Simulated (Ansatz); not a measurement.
# NbC: sound and stiffness along [100], [110] and [111]

Theory: DFT PBEsol, scalar-relativistic, plane waves, PAW (Ansatz). Plane waves to 420 eV; Γ-centred k mesh 16×16×16; Fermi-Dirac smearing of 0.15 eV. No spin polarisation.

The cell, relaxed at this level:
```cif
data_structure
_symmetry_space_group_name_H-M 'P 1'
_symmetry_Int_Tables_number 1
_cell_length_a 3.1472
_cell_length_b 3.1472
_cell_length_c 3.1472
_cell_angle_alpha 60.000
_cell_angle_beta 60.000
_cell_angle_gamma 60.000
_cell_volume 22.04
loop_
_atom_site_label
_atom_site_type_symbol
_atom_site_fract_x
_atom_site_fract_y
_atom_site_fract_z
_atom_site_occupancy
Nb1 Nb 0.00000 0.00000 0.00000 1
C1 C 0.50000 0.50000 0.50000 1
```

In a metal, frequencies and elastic constants depend on the k mesh and the smearing, soft modes and shear constants most.

With ions relaxed, on the cubic axes: C11 = 712.1, C12 = 122.6, C44 = 176.8 GPa. The density is 7.904 g/cm³.

Task: Is the crystal stable against strain, and how anisotropic is it?

Result: Born's conditions hold: C11 + 2C12 = 957.3, C11 − C12 = 589.5 and C44 = 176.8 GPa are all positive. B = (C11 + 2C12)/3 = 319.1 GPa. The two shear moduli are C44 and C′ = (C11 − C12)/2 = 294.8 GPa, so Zener's ratio is A = C44/C′ = 0.60: the shear C44 is the soft one, as in NaCl, KCl, the halide perovskites and the bcc metals V, Nb, Cr and Mo. The Cauchy pressure C12 − C44 is -54.2 GPa; it would vanish for pair forces between atoms on inversion centres at zero pressure, and a negative value is usual with directional bonding, though many-body forces give one in some ionic oxides too.

Task: Give the sound speeds along the three symmetry directions.

Result: The Christoffel equation gives ρv² for each branch:
| direction | branch | ρv² | GPa | v (m/s) |
| --- | --- | --- | --- | --- |
| [100] | L | C11 | 712.1 | 9492 |
| [100] | T (×2) | C44 | 176.8 | 4729 |
| [110] | L | (C11 + C12 + 2C44)/2 | 594.1 | 8670 |
| [110] | T, u ∥ [001] | C44 | 176.8 | 4729 |
| [110] | T, u ∥ [1-10] | (C11 − C12)/2 | 294.8 | 6107 |
| [111] | L | (C11 + 2C12 + 4C44)/3 | 554.8 | 8378 |
| [111] | T (×2) | (C11 − C12 + C44)/3 | 255.4 | 5685 |

Task: How does Young's modulus depend on direction?

Result: Inverting gives S11 = 1.479, S12 = -0.217, S44 = 5.657 TPa⁻¹. Along a unit vector (l, m, n), 1/E = S11 − 2(S11 − S12 − S44/2)(l²m² + m²n² + n²l²), where the last bracket is 0, 1/4 and 1/3 for [100], [110] and [111]: E = 676, 489 and 448 GPa. With A < 1 the cube edge is stiffest. For a film on (001), the biaxial modulus is C11 + C12 − 2C12²/C11 = 793 GPa and the normal strain is −2C12/C11 = -0.34 times the in-plane one.

Cost: 2 runs of about 1.4 core-minutes in all, on Arm Neoverse V2 (shared hosts).